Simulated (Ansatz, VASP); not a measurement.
**Si in VASP and in Ansatz**

File POSCAR:

```
Si
1.0
    2.6205428149      0.0000000000      0.0000000000
   -1.3102714075      2.2694566494      0.0000000000
    0.0000000000      0.0000000000      2.4663543900
Si
1
Direct
    0.0000000000      0.0000000000      0.0000000000
```

The input INCAR.step1:

```
  PREC = Accurate
  ENCUT = 520
  EDIFF = 1E-5
  ISMEAR = -1
  SIGMA = 0.05
  LREAL = F
  LASPH = T
  NELM = 80
  ALGO = Normal
  ISIF = 2
  LWAVE = T
  LCHARG = F
  NBANDS = 8
  GGA = PE
```

The input INCAR.step2:

```
  PREC = Accurate
  ENCUT = 520
  EDIFF = 1E-6
  ISMEAR = -1
  SIGMA = 0.05
  LREAL = F
  LASPH = T
  NELM = 80
  ALGO = Normal
  ISIF = 2
  LWAVE = F
  LCHARG = F
  GGA = PS
  LHFCALC = T
  AEXX = 0.25
  PRECFOCK = Fast
  NBANDS = 8
  ISTART = 1
  HFRCUT = -1
```

File KPOINTS:

```
regular mesh
0
Gamma
  6 6 6
```

KPOINTS_OPT

```
path GMKGALHA,LM,KH
8
line-mode
reciprocal
 0.0000000000  0.0000000000  0.0000000000  G
 0.5000000000  0.0000000000  0.0000000000  M

 0.5000000000  0.0000000000  0.0000000000  M
 0.3333333333  0.3333333333  0.0000000000  K

 0.3333333333  0.3333333333  0.0000000000  K
 0.0000000000  0.0000000000  0.0000000000  G

 0.0000000000  0.0000000000  0.0000000000  G
 0.0000000000  0.0000000000  0.5000000000  A

 0.0000000000  0.0000000000  0.5000000000  A
 0.5000000000  0.0000000000  0.5000000000  L

 0.5000000000  0.0000000000  0.5000000000  L
 0.3333333333  0.3333333333  0.5000000000  H

 0.3333333333  0.3333333333  0.5000000000  H
 0.0000000000  0.0000000000  0.5000000000  A

 0.5000000000  0.0000000000  0.5000000000  L
 0.5000000000  0.0000000000  0.0000000000  M

 0.3333333333  0.3333333333  0.0000000000  K
 0.3333333333  0.3333333333  0.5000000000  H
```

File input.yaml:

```yaml
crystal:
  lattice:
    - [2.6205428149, 0.0, 0.0]
    - [-1.3102714075, 2.2694566494, 0.0]
    - [0.0, 0.0, 2.46635439]
  atoms:
    - { symbol: Si, position: [0.0, 0.0, 0.0] }
hamiltonian:
  xc: { exchange: pbesol, correlation: pbesol, exx: { coeff: 0.25 } }
  pseudopotentials: { kind: paw }
kpoints:
  mp_grid: { grid: [6, 6, 6] }
scf:
  occupations: { method: fermi_dirac, width: 0.05 }
output:
  forces: true
  stress: true
  eigenvalues: true
  write_density: true
  write_potential: true
  elf: true
  volumetric_format: npy
```

This isn't the form of Si at room conditions, which is diamond.

Alike in both runs: functional PBEsol0; k mesh 6 × 6 × 6; occupations fermi-dirac, width 0.05 eV; no spin polarisation.

|  | VASP | Ansatz |
| --- | --- | --- |
| version | VASP 6.6.1 | Ansatz 0.2.0 |
| potentials or method | VASP PAW PBE potentials, release 64 (Si) | Ansatz PAW |
| plane-wave cutoff (eV) | 520 | 420 |
| valence electrons in the cell | 4 | 4 |
| task | band structure | single point |

```tsv
	VASP	Ansatz	Ansatz less VASP
gap on the k mesh at the Fermi level (eV)	none	none	-
pressure (GPa)	0.2	1.0	+0.84
largest component of the traceless stress (GPa)	5.37	5.76	+0.393
```

A gap of «none» marks a metal or a gap that the smearing closes.

Caveats: the k mesh is coarse (spacing up to 0.46 Å⁻¹), so the values aren't converged, least of all with exact exchange; the PAW data sets were made with another functional, which shifts forces and pressure a little (VASP); the PAW data sets come from PBE, with cores solved anew for the run's functional, which leaves a small shift of forces and pressure (Ansatz); the thresholds are loose for stress (Ansatz).
